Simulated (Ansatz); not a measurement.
# ZnS (Wurtzite-2H) (P6_3mc) in Ansatz: band structure with HSE06

Aim: the band structure of ZnS (Wurtzite-2H) with HSE06.

Everything below comes from runs of Ansatz 0.2.0. Logs are shortened: lines on timing, memory, paths and dates and some standing lists are left out, and cuts for length are marked.

**Experimental background.**

A printed reference work, monograph reports, for a bulk crystal of ZnS at 4 K: band gap 3.911 eV (direct).

The runs below are set against these values where they give the same quantity.

## 1. The structure

The structure is hexagonal, space group P6_3mc (No. 186). Conventional cell: a = 3.811 Å, b = 3.811 Å, c = 6.234 Å, α = 90.00°, β = 90.00°, γ = 120.00°. Around Zn (site symmetry 3m) lie 4 S at 2.31 to 2.40 Å. S (site symmetry 3m) has 4 Zn at 2.31 to 2.40 Å as nearest neighbours.

## 2. Band structure, HSE06

File input:

```
crystal:
  lattice:
    - [3.811, 0.0, 0.0]
    - [-1.9055, 3.3004228138, 0.0]
    - [0.0, 0.0, 6.234]
  atoms:
    - { symbol: Zn, position: [0.6666666667, 0.3333333333, 0.5] }
    - { symbol: Zn, position: [0.3333333333, 0.6666666667, 0.0] }
    - { symbol: S, position: [0.6666666667, 0.3333333333, 0.885] }
    - { symbol: S, position: [0.3333333333, 0.6666666667, 0.385] }
hamiltonian:
  xc: hse06
  pseudopotentials: { kind: paw }
kpoints:
  mp_grid: { grid: [6, 6, 4] }
  band_path:
    path:
      - [[0.0, 0.0, 0.0], [0.5, 0.0, 0.0], [0.3333333333, 0.3333333333, 0.0], [0.0, 0.0, 0.0], [0.0, 0.0, 0.5], [0.5, 0.0, 0.5], [0.3333333333, 0.3333333333, 0.5], [0.0, 0.0, 0.5]]
      - [[0.5, 0.0, 0.5], [0.5, 0.0, 0.0]]
      - [[0.3333333333, 0.3333333333, 0.0], [0.3333333333, 0.3333333333, 0.5]]
    npoints: 4
scf:
  occupations: { method: fermi_dirac, width: 0.05 }
  n_extra_bands: 10
output:
  forces: true
  stress: true
  eigenvalues: true
  fatbands: false
```

Potentials or basis: Ansatz PAW.

Log:

```text
Warning: output.stress: scf.convergence.dr2_threshold = 1e-7 eV (the SCF's general default) is looser than the 4e-10 eV advised for a printed stress (1e-10 eV for each atom of the cell: 4). What an SCF threshold leaves in a stress goes as its square root, and in the free energy as the threshold itself, and one threshold admits the most on a small cell: of the crystals measured, under no hybrid functional and no lock of the moments, on runs that ended without the residual-converged pass, on stresses that held no estimate of that error, the worst erred by over 100 MPa in a component at 1e-7 eV an atom and by under 5 at 1e-10. Set scf.convergence.dr2_threshold to 4e-10 eV or tighter. The threshold is an SCF's pass mark: one that does not reach it within its budget of iterations ends unconverged, or closes short of it on a stop that the run arms, and scf.convergence.dr2_threshold's page says what that costs each kind of run
Warning: output.stress: scf.exx.energy_threshold = 1e-6 eV is looser than the 4e-8 eV advised for a stress under a hybrid functional (1e-8 eV for each atom of the cell: 4). Every SCF of the exchange loop can meet its threshold on dr2 while the loop round them stops early: no threshold on dr2 bounds what that leaves in the stress. Set scf.exx.energy_threshold to 4e-8 eV or tighter. The threshold is the loop's pass mark: a loop that does not reach it within its budget of cycles ends unconverged, and scf.exx.energy_threshold's page has the law
scf.n_extra_bands = 10 over 18 filled bands (N_el = 36.0): the run solves 28 bands
GPUs: using 1 of 1 available (devices: 1).
Engine: ansatz 0.2.0, x86_64-unknown-linux-gnu
Pseudopotentials: kind: paw
Pseudopotential: Zn, paw, valence charge 12, recommended cutoff 420 eV (normal), Zn.paw.azcp
Pseudopotential: S, paw, valence charge 6, recommended cutoff 420 eV (normal), S.paw.azcp
Functional definition: HSE06
  parameter a = 0.25
  parameter omega = 0.11/bohr
  exchange = pbe_x - a*pbe_x_sr(omega) + a*exact_x_sr(omega)
  correlation = pbe_c
device memory: the entry about to start is reckoned to put 0.8 GiB on a device that reports 56.0 GiB free (of which the cap on the GPU budget leaves the run 18.0 GiB)
GPU FFT provider: cuFFT
GPU libraries: cuBLAS 13.8.2, cuFFT 12.4.0, cuSOLVER 12.3.4
Crystal: 4 atoms, lattice volume = 78.411 Å³
Basis set: ecut = 420 eV, 1521 PW (Γ), exchange–correlation on 54×54×90 points (8 copies of the dense FFT grid, shifted against one another)
Bands: 28, of which v1, the nominal top of the filled ones, is band 18 counted from 1 (17 counted from 0)
Symmetry: 12 space group operations
Space group: P63mc (ITA 186), of the structure as read, at distance tolerance 4.3e-5 Å
k-points: 21 of 144 (time reversal used)
Non-local potential: Zn, projectors of the file, l = 0: 2, l = 1: 2, l = 2: 3, l = 3: 1
Non-local potential: S, projectors of the file, l = 0: 2, l = 1: 2, l = 2: 2
PAW form: soft (Blöchl's): semilocal exchange-correlation on the pseudo side does not see the compensation charge
PAW frozen core: Zn, regenerated for the run's functional, and the local potential with it (the file was generated under x = pbe(κ = 0.804, μ = 0.2195149727645171), c = pbe(β = 0.06672455060314922))
PAW frozen core: S, regenerated for the run's functional, and the local potential with it (the file was generated under x = pbe(κ = 0.804, μ = 0.2195149727645171), c = pbe(β = 0.06672455060314922))
PAW one-centre angular grid: Zn, 590 points (default); XC on 64 Gauss nodes
PAW one-centre angular grid: S, 110 points (default); XC on 64 Gauss nodes
Initial density: superposition of atomic densities (neutral atoms: chi_scale 0, normalization atom), corrected by the library's trained network
Initial wavefunctions: pseudopotential atomic-orbital guess
GPU buffer pool allocated for 32805 grid points (all kernels)
GPU transforms: local potential and band sums: pruned to the plane-wave sphere, on 25×25×45
Functional: x = pbe(κ = 0.804, μ = 0.2195149727645171), c = pbe(β = 0.06672455060314922), warm-up for x = pbe(κ = 0.804, μ = 0.2195149727645171) + 0.25 (exact − pbe) at short range (hse, ω = 0.20786987370883472 Å⁻¹), c = pbe(β = 0.06672455060314922); HSE06 as pw.x's `hse` composes it (authors' and Libxc's form: `xc: wpbeh`)
SCF iter   1: F=—  HF=-8445.418588 eV  |F-HF|=—  |Δ(HF+E_count)|=         —  Δρ=1.65e-3  dr2=1.98e-3  ethr=1.77e-3  ⟨swp⟩=11.9  Hψ=3194  notcnv=0
preconditioner: auto → none  [insulator: Δε(μ)=2.247 eV  Ē_g=13.118 eV  σ=0.050 eV  W_gap=1.00  n_scr=22 (ndim 8)  ℏωp=25.2 eV  f_vac=0.040  D(μ)=0.00/eV (n_scr^D=0)]
SCF iter   2: F=—  HF=-8445.418046 eV  |F-HF|=—  |Δ(HF+E_count)|=   5.42e-4  Δρ=1.39e-3  dr2=9.64e-4  ethr=5.49e-6  ⟨swp⟩=5.1  Hψ=2087  notcnv=0  defer=4
iter 3 solved again at ethr=3.50e-8 eV; its pass at ethr=2.68e-6 eV (dr2=1.26e-5 eV) is discarded
SCF iter   3: F=-8445.417738 eV  HF=-8445.417657 eV  |F-HF|=8.16e-5  |Δ(HF+E_count)|=   3.89e-4  Δρ=1.97e-4  dr2=1.37e-5  ethr=3.50e-8  ⟨swp⟩=3.1  Hψ=2426  notcnv=0
SCF 1 stopped early in 3 iterations: F = -8445.417738 eV  dr2 = 1.37e-5
device memory: the entry about to start is reckoned to put 1.4 GiB (of the 1.5 GiB reckoned in all, the device holds 0.1 GiB already) on a device that reports 56.0 GiB free (of which the cap on the GPU budget leaves the run 17.9 GiB)
GPU FFT provider: cuFFT
GPU libraries: cuBLAS 13.8.2, cuFFT 12.4.0, cuSOLVER 12.3.4
Initial density: handed on by an earlier stage of this run
Initial wavefunctions: those handed on with the density
GPU buffer pool allocated for 32805 grid points (all kernels)
GPU transforms: local potential and band sums: pruned to the plane-wave sphere, on 25×25×45
Functional: x = pbe(κ = 0.804, μ = 0.2195149727645171) + 0.25 (exact − pbe) at short range (hse, ω = 0.20786987370883472 Å⁻¹), c = pbe(β = 0.06672455060314922); HSE06 as pw.x's `hse` composes it (authors' and Libxc's form: `xc: wpbeh`)
Exchange kernel: α = 0.2500, screened, ω = 0.2079 Å⁻¹, Wigner–Seitz truncation, v(0) = 1046.6011 eV·Å³, q-mesh 6×6×4, nearest image of the exchange supercell L = 22.87 Å, pair-density grid 18×18×30, without the augmentation charges, whose exchange is taken in its separable form by FFT convolution over the k-point mesh (sized by the pseudopotential files, 24×24×45 at the most), smooth part of the exact exchange by density-matrix convolution in up to 3.96 GiB of GPU memory as planned if the GPU has room (build and FFT work areas not counted)
Frozen-core exchange: fock
SCF iter   1: F=—  HF=-8446.823745 eV  |F-HF|=—  |Δ(HF+E_count)|=         —  Δρ=2.21e-2  dr2=2.00e-1  ethr=3.79e-7  ⟨swp⟩=8.2  Hψ=3349  notcnv=0
preconditioner: auto → none  [insulator: Δε(μ)=3.426 eV  Ē_g=15.775 eV  σ=0.050 eV  W_gap=1.00  n_scr=22 (ndim 8)  ℏωp=25.2 eV  f_vac=0.039  D(μ)=0.00/eV (n_scr^D=0)]
SCF iter   2: F=—  HF=-8446.768842 eV  |F-HF|=—  |Δ(HF+E_count)|=   5.49e-2  Δρ=3.61e-3  dr2=1.38e-2  ethr=3.79e-7  ⟨swp⟩=5.4  Hψ=2696  notcnv=0
SCF iter   3: F=—  HF=-8446.755226 eV  |F-HF|=—  |Δ(HF+E_count)|=   1.36e-2  Δρ=3.31e-3  dr2=5.75e-3  ethr=3.79e-7  ⟨swp⟩=5.0  Hψ=2261  notcnv=0
SCF iter   4: F=—  HF=-8446.754979 eV  |F-HF|=—  |Δ(HF+E_count)|=   2.47e-4  Δρ=5.59e-4  dr2=2.56e-3  ethr=3.79e-7  ⟨swp⟩=4.0  Hψ=1558  notcnv=0
SCF iter   5: F=—  HF=-8446.773766 eV  |F-HF|=—  |Δ(HF+E_count)|=   1.88e-2  Δρ=1.99e-3  dr2=1.61e-3  ethr=3.79e-7  ⟨swp⟩=5.0  Hψ=1883  notcnv=0
SCF iter   6: F=—  HF=-8446.773188 eV  |F-HF|=—  |Δ(HF+E_count)|=   5.78e-4  Δρ=1.26e-4  dr2=4.61e-5  ethr=3.79e-7  ⟨swp⟩=4.0  Hψ=1602  notcnv=0
SCF iter   7: F=—  HF=-8446.773424 eV  |F-HF|=—  |Δ(HF+E_count)|=   2.36e-4  Δρ=2.41e-4  dr2=2.57e-5  ethr=2.31e-8  ⟨swp⟩=4.3  Hψ=2127  notcnv=0
SCF iter   8: F=-8446.773415 eV  HF=-8446.773415 eV  |F-HF|=1.16e-7  |Δ(HF+E_count)|=   8.61e-6  Δρ=1.95e-5  dr2=1.73e-6  ethr=2.31e-8  ⟨swp⟩=3.6  Hψ=1338  notcnv=0
SCF 2 stopped early in 8 iterations: F = -8446.773415 eV  dr2 = 1.73e-6
  Residual-converged pass: ⟨swp⟩=3.2  Hψ=1340  notcnv=0  max |occ|·‖R‖ = 6.4e-6 eV (tolerance 6.7e-6 eV)  dr2=1.72e-6  dr2_onsite=5.63e-8  max |Δocc| = 2.7e-21
hybrid outer 1: dexx = +1.966e-2 eV, tail = 7.65e-5 eV
GPU FFT provider: cuFFT
GPU libraries: cuBLAS 13.8.2, cuFFT 12.4.0, cuSOLVER 12.3.4
GPU buffer pool allocated for 32805 grid points (all kernels)
GPU transforms: local potential and band sums: pruned to the plane-wave sphere, on 25×25×45
Exchange kernel: α = 0.2500, screened, ω = 0.2079 Å⁻¹, Wigner–Seitz truncation, v(0) = 1046.6011 eV·Å³, q-mesh 6×6×4, nearest image of the exchange supercell L = 22.87 Å, pair-density grid 18×18×30, without the augmentation charges, whose exchange is taken in its separable form by FFT convolution over the k-point mesh (sized by the pseudopotential files, 24×24×45 at the most), smooth part of the exact exchange by density-matrix convolution in up to 3.96 GiB of GPU memory as planned if the GPU has room (build and FFT work areas not counted)
Frozen-core exchange: fock
SCF iter   1: F=—  HF=-8446.772289 eV  |F-HF|=—  |Δ(HF+E_count)|=         —  Δρ=1.08e-4  dr2=6.32e-6  ethr=1.06e-6  ⟨swp⟩=3.3  Hψ=1229  notcnv=0
preconditioner: auto → none  [insulator: Δε(μ)=3.464 eV  Ē_g=15.487 eV  σ=0.050 eV  W_gap=1.00  n_scr=22 (ndim 8)  ℏωp=25.2 eV  f_vac=0.041  D(μ)=0.00/eV (n_scr^D=0)]
SCF iter   2: F=—  HF=-8446.772288 eV  |F-HF|=—  |Δ(HF+E_count)|=   8.53e-7  Δρ=1.37e-5  dr2=6.59e-7  ethr=1.47e-8  ⟨swp⟩=3.2  Hψ=1334  notcnv=0
SCF iter   3: F=—  HF=-8446.772292 eV  |F-HF|=—  |Δ(HF+E_count)|=   4.01e-6  Δρ=1.97e-5  dr2=1.82e-7  ethr=1.48e-10  ⟨swp⟩=4.5  Hψ=2178  notcnv=0
SCF iter   4: F=—  HF=-8446.772292 eV  |F-HF|=—  |Δ(HF+E_count)|=   7.76e-8  Δρ=1.56e-6  dr2=3.71e-8  ethr=1.48e-10  ⟨swp⟩=4.0  Hψ=1544  notcnv=0
SCF iter   5: F=—  HF=-8446.772292 eV  |F-HF|=—  |Δ(HF+E_count)|=   1.82e-7  Δρ=2.95e-6  dr2=5.35e-9  ethr=2.45e-12  ⟨swp⟩=5.0  Hψ=1697  notcnv=0
SCF iter   6: F=—  HF=-8446.772292 eV  |F-HF|=—  |Δ(HF+E_count)|=   1.49e-9  Δρ=4.45e-8  dr2=4.19e-9  ethr=2.45e-12  ⟨swp⟩=4.0  Hψ=1568  notcnv=0
SCF iter   7: F=-8446.772292 eV  HF=-8446.772292 eV  |F-HF|=4.73e-11  |Δ(HF+E_count)|=   1.51e-8  Δρ=3.17e-7  dr2=2.85e-10  ethr=1.00e-12  ⟨swp⟩=3.0  Hψ=1097  notcnv=0
SCF 3 converged in 7 iterations: F = -8446.772292 eV  dr2 = 2.85e-10
  Residual-converged pass: ⟨swp⟩=3.0  Hψ=1149  notcnv=0  max |occ|·‖R‖ = 5.9e-7 eV (tolerance 6.3e-7 eV)  dr2=2.86e-10  dr2_onsite=4.75e-12  max |Δocc| = 1.4e-25
hybrid outer 2: dexx = +1.948e-6 eV, tail = 2.40e-8 eV, Δε = 3.43e-3 eV (about 6.93e-5 eV left of the loop's levels), ΔF = 4.92e-4 eV/Å (tail 1.38e-4)
device memory: the entry about to start is reckoned to put 0.6 GiB on a device that reports 56.1 GiB free (of which the cap on the GPU budget leaves the run 18.0 GiB)
NSCF: frozen V_eff on 39 k-points, pencils in batches of 32, up to order 124
hybrid SCF converged: 2 outer / 15 inner (+3 warm-up), last move |dexx| = 1.95e-6 eV, tail = 2.40e-8 eV
Stability not checked: this state was not tested for a lower state beside it, because the functional holds exact exchange (a hybrid, or Hartree-Fock), whose exchange loop this test does not read (fock_operator; see scf.lower_state_search)
Free energy (F): -8446.772290 eV
Frozen-core exchange: fock
Harris-Foulkes:  -8446.772290 eV  (|F-HF|=4.73e-11)
Internal energy: -8446.772290 eV  (E = F + TS)
E sigma→0 (E₀):  -8446.772290 eV
Fermi energy:    6.900319 eV
--- Per-component energies (eV) ---
  E_band       = -52.104258
  E_kinetic    = 476.136463
  E_local      = -4101.693506  (includes V_loc(G=0)·N_el)
  E_nonlocal   = 1294.601431
  E_hartree    = 1725.838693
  E_xc         = -373.528755
  E_vxc        = -223.794183  (∫ρ·V_xc dr)
  E_exx        = -106.479947  (= α·E_x^exact, valence–valence)
  E_paw        = -4854.577135  (= ΣΔE_a)
  E_vpaw       = -736.071110  (= ΣTr[D̂ρ^β])
  E_aug_tail   = -0.000751  (compensation charges beyond the density's cutoff)
  E_ewald      = -2508.163419
  E_core_change = 1.094637  (= ΣΔE_core)
  E_smearing   = -0.000000  (= −TS)
  E_closure    = -0.000001  (closes the sum)
  Σ components = -8446.772290   (vs F -8446.772290, Δ=0.00e0)
--- Forces (eV/Å), atoms counted from 1 ---
  atom   1  Zn    -0.00000000     0.00000000     0.32717876
  atom   2  Zn     0.00000000    -0.00000000     0.32717876
  atom   3  S     -0.00000000     0.00000000    -0.32721492
  atom   4  S      0.00000000    -0.00000000    -0.32721492
  max |Σ_I F_I| component: 7.23e-5 eV/Å
--- Stress (GPa, compression-positive) ---
        2.419288       0.000000       0.000000
        0.000000       2.419288       0.000000
        0.000000       0.000000       0.165990
  P = ⅓ Tr σ = 1.6682 GPa (16.682 kbar)
--- Band table (eV; the first three rows and the last of 21) ---
  k-point 0: bands = ["-9.2385", "-8.2555", "-2.7932", "-2.7932", "-2.7402", "-2.7303", "-2.7303", "-2.3747", "-2.3747", "-2.3057", "-2.3057", "-2.0924", "-0.3536", "4.2127", "4.2127", "5.1172", "5.1172", "5.1472", "8.6121", "9.3765", "12.7128", "12.7128", "13.0402", "14.1043", "14.1043", "15.8496", "16.4975", "16.4975"]
  k-point 1: bands = ["-9.1118", "-8.4196", "-2.7869", "-2.7869", "-2.7425", "-2.7425", "-2.7271", "-2.3757", "-2.3623", "-2.3623", "-2.3135", "-2.3135", "0.4730", "4.0372", "4.3362", "4.3362", "4.9748", "4.9748", "9.4861", "9.5538", "12.6715", "12.7949", "12.7949", "13.7393", "13.7393", "14.9210", "17.1117", "17.1117"]
  k-point 2: bands = ["-8.7843", "-8.7843", "-2.7676", "-2.7676", "-2.7676", "-2.7676", "-2.6404", "-2.6404", "-2.3356", "-2.3356", "-2.3356", "-2.3356", "2.1591", "2.1591", "4.6461", "4.6461", "4.6461", "4.6461", "9.9275", "9.9275", "13.1450", "13.1450", "13.1450", "13.1450", "13.2569", "13.2569", "18.5976", "18.5976"]
  k-point 20: bands = ["-7.9700", "-7.9700", "-2.6014", "-2.6014", "-2.6010", "-2.6010", "-2.4069", "-2.4069", "-2.3806", "-2.3806", "-1.9567", "-1.9567", "0.0251", "0.0251", "1.7956", "1.7956", "3.8190", "3.8190", "10.9132", "10.9132", "12.7360", "12.7360", "13.9232", "13.9232", "16.1308", "16.1308", "16.9668", "16.9668"]
```

It took 68 s on 1 × NVIDIA H100 80GB HBM3 with 2 threads of AMD EPYC 7R13 (Zen 3), shared host; peak memory 2.8 GiB.

Results:

```
Free energy             : -8446.7723 eV
Pressure                : 1.7 GPa
Largest force           : 0.327 eV/Å
Band gap on the k mesh  : 3.46 eV, direct
Band gap along the path : 3.46 eV, direct
```

Forces on the atoms (eV/Å):
```
Zn   0.000  0.000  0.327
Zn   0.000  0.000  0.327
S    0.000  0.000 -0.327
S    0.000  0.000 -0.327
```

Levels at the corners of the path, in eV from the valence-band top:
| point | band 15 | band 16 | band 17 | band 18 | band 19 | band 20 | band 21 | band 22 |
| --- | --- | --- | --- | --- | --- | --- | --- | --- |
| Γ | -0.93 | -0.03 | -0.03 | 0.00 | 3.46 | 4.23 | 7.57 | 7.57 |
| M | -3.36 | -2.40 | -1.66 | -1.05 | 4.73 | 5.55 | 6.24 | 8.37 |
| K | -4.14 | -2.39 | -2.37 | -2.37 | 5.46 | 7.40 | 7.40 | 9.04 |
| Γ | -0.93 | -0.03 | -0.03 | 0.00 | 3.46 | 4.23 | 7.57 | 7.57 |
| A | -0.50 | -0.50 | -0.50 | -0.50 | 4.78 | 4.78 | 8.00 | 8.00 |
| L | -1.78 | -1.78 | -1.63 | -1.63 | 4.74 | 4.74 | 6.32 | 6.32 |
| H | -3.35 | -3.35 | -1.33 | -1.33 | 5.77 | 5.77 | 7.59 | 7.59 |
| A | -0.50 | -0.50 | -0.50 | -0.50 | 4.78 | 4.78 | 8.00 | 8.00 |
| L | -1.78 | -1.78 | -1.63 | -1.63 | 4.74 | 4.74 | 6.32 | 6.32 |
| M | -3.36 | -2.40 | -1.66 | -1.05 | 4.73 | 5.55 | 6.24 | 8.37 |
| K | -4.14 | -2.39 | -2.37 | -2.37 | 5.46 | 7.40 | 7.40 | 9.04 |
| H | -3.35 | -3.35 | -1.33 | -1.33 | 5.77 | 5.77 | 7.59 | 7.59 |

Caveat: the PAW data sets come from PBE, with cores solved anew for the run's functional, which leaves a small shift of forces and pressure; the thresholds are loose for stress.

## 3. Against experiment

Step 2. Against the measured gap of ZnS, 3.911 eV (direct; 4 K; a printed reference work, monograph), the calculated 3.46 eV is off by -0.45 eV. The value is that of HSE06, without temperature or zero-point motion.
